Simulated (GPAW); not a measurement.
The system is BaTiO3.

```
CELL_PARAMETERS angstrom
3.99980 0.00000 0.00000
0.00000 3.99980 0.00000
0.00000 0.00000 4.01800
ATOMIC_POSITIONS crystal
Ba 0.00000 0.00000 0.00000
Ti 0.50000 0.50000 0.49000
O 0.00000 0.50000 0.51700
O 0.50000 0.00000 0.51700
O 0.50000 0.50000 0.01900
```

| Quantity | Value |
| --- | --- |
| Program | GPAW 26.7.0 |
| Task | relaxation of cell and atoms |
| Functional | BLYP |
| Dispersion | D3 |
| Potentials or basis | PAW data sets generated in the run's folder for this functional |
| Cutoff | 800 eV |
| Basis | pw |
| k mesh | 4 × 4 × 4 |
| Occupations | fermi-dirac, width 0.05 eV |
| Spin | no spin polarisation |

At the start: pressure 4.4 GPa; volume 12.86 Å³/atom.

Task: Where does the relaxation end?

Result: Over 17 steps the energy falls by 13.4 meV/atom and the volume is 13.49 Å³/atom (+4.9 %); space group P4mm (No. 99, to 0.05 Å).

The path:
```tsv
step	energy change (eV)	largest force (eV/Å)	pressure (GPa)	volume (Å³)
1	0.0000	0.2859	4.38	64.28
2	-0.0072	0.2556	3.94	64.48
3	-0.0425	0.1067	0.38	66.34
4	-0.0440	0.1010	0.11	66.50
5	-0.0504	0.0941	-0.95	67.08
6	-0.0533	0.1490	-1.21	67.25
7	-0.0564	0.2223	-1.12	67.29
8	-0.0600	0.2162	-0.66	67.24
9	-0.0628	0.1204	0.00	67.17
10	-0.0644	0.0993	0.35	67.17
11	-0.0654	0.0809	0.37	67.21
12	-0.0662	0.0851	0.18	67.32
13	-0.0668	0.0506	-0.04	67.44
14	-0.0671	0.0446	-0.16	67.51
15	-0.0672	0.0373	-0.16	67.52
16	-0.0672	0.0192	-0.10	67.50
17	-0.0672	0.0087	-0.02	67.46
```

Final structure:
```cif
data_structure
_symmetry_space_group_name_H-M 'P 1'
_symmetry_Int_Tables_number 1
_cell_length_a 3.9998
_cell_length_b 3.9998
_cell_length_c 4.2165
_cell_angle_alpha 90.000
_cell_angle_beta 90.000
_cell_angle_gamma 90.000
_cell_volume 67.46
loop_
_atom_site_label
_atom_site_type_symbol
_atom_site_fract_x
_atom_site_fract_y
_atom_site_fract_z
_atom_site_occupancy
Ba1 Ba 0.00000 0.00000 0.98891 1
Ti1 Ti 0.50000 0.50000 0.47161 1
O1 O 0.00000 0.50000 0.52096 1
O2 O 0.50000 0.00000 0.52096 1
O3 O 0.50000 0.50000 0.04060 1
```

Caveat: the k mesh is coarse; later steps reuse the first step's grids.
